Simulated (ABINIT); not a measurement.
Ti:

```xyz
3
Lattice="4.5674 0.0000 0.0000 -2.2837 3.9555 0.0000 0.0000 0.0000 2.8262" Properties=species:S:1:pos:R:3 pbc="T T T"
Ti    2.2837    1.3185    1.4131
Ti    0.0000    2.6370    1.4131
Ti    0.0000    0.0000    0.0000
```

This isn't the form of Ti at room conditions, which is hcp.

| Property | Result |
| --- | --- |
| Program | ABINIT 10.8.3 (patched build) |
| Task | relaxation of cell and atoms |
| Functional | PBE |
| Dispersion | D3 |
| Potentials or basis | JTH PAW PBE v2.0 |
| Cutoff | 408 eV |
| k mesh | 7 × 7 × 9 |
| Occupations | fermi-dirac, width 0.05 eV |
| Spin | no spin polarisation |

At the start: pressure -4.2 GPa; volume 17.02 Å³/atom.

Where does the relaxation end?

Over 5 steps the energy falls by 8.8 meV/atom and the volume is 16.39 Å³/atom (-3.7 %); space group P6/mmm (No. 191, to 0.05 Å).

The path:
| step | energy change (eV) | largest force (eV/Å) | pressure (GPa) | volume (Å³) |
| --- | --- | --- | --- | --- |
| 1 | 0.0000 | 0.0000 | -4.18 | 51.06 |
| 2 | -0.0080 | 0.0000 | -3.52 | 50.74 |
| 3 | -0.0264 | 0.0000 | 0.13 | 49.11 |
| 4 | -0.0261 | 0.0000 | 0.01 | 49.16 |
| 5 | -0.0263 | 0.0000 | -0.02 | 49.17 |

Final structure:
```
Ti
1.0
     4.50676    0.00000    0.00000
    -2.25338    3.90297    0.00000
     0.00000    0.00000    2.79555
Ti
3
Direct
  0.66667 0.33333 0.50000
  0.33333 0.66667 0.50000
  0.00000 0.00000 0.00000
```

Caveat: the log and the count of SCF iterations are those of the last ABINIT call alone; pairwise dispersion overbinds metals, which lowers pressure and volume.
